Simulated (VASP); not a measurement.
A run of VASP 6.6.1 is set up as follows.

Contents of INCAR:

```
SYSTEM = Sb
PREC = Accurate
ENCUT = 520
EDIFF = 1E-7
ISMEAR = -1
SIGMA = 0.05
LREAL = .False.
LASPH = .True.
NELM = 100
ALGO = Normal
ISIF = 2
LWAVE = .False.
LCHARG = .False.
GGA = PS
LEFG = .True.
```

The input KPOINTS:

```
Automatic mesh
0
Gamma
  3 3 3
  0 0 0
```

POSCAR

```
Sb
1.0
    2.1542000000      1.2437279499      3.7580000000
   -2.1542000000      1.2437279499      3.7580000000
    0.0000000000     -2.4874558998      3.7580000000
Sb
2
Direct
    0.2334900000      0.2334900000      0.2334900000
    0.7665100000      0.7665100000      0.7665100000
```

Potentials or basis: VASP PAW PBE potentials, release 64 (Sb).

Command:

```bash
$ cat potpaw_PBE.64/Sb/POTCAR > POTCAR
$ mpirun -np 1 vasp_std > vasp.out
```

(1) What does it give for the largest force?

(2) Estimate the band gap on the k mesh.

(3) What does it give for the pressure?

Results:

(1) 0.138 eV/Å.

(2) 1.30 eV, indirect (least direct gap 1.34 eV).

(3) 1.0 GPa.

Caveat: the k mesh is coarse (spacing up to 0.59 Å⁻¹), so the values aren't converged; the PAW data sets were made with another functional, which shifts forces and pressure a little; spin-orbit coupling is left out, which moves the levels of the heavy elements; an odd mesh through Γ misses points on the zone boundary, where band edges often lie.
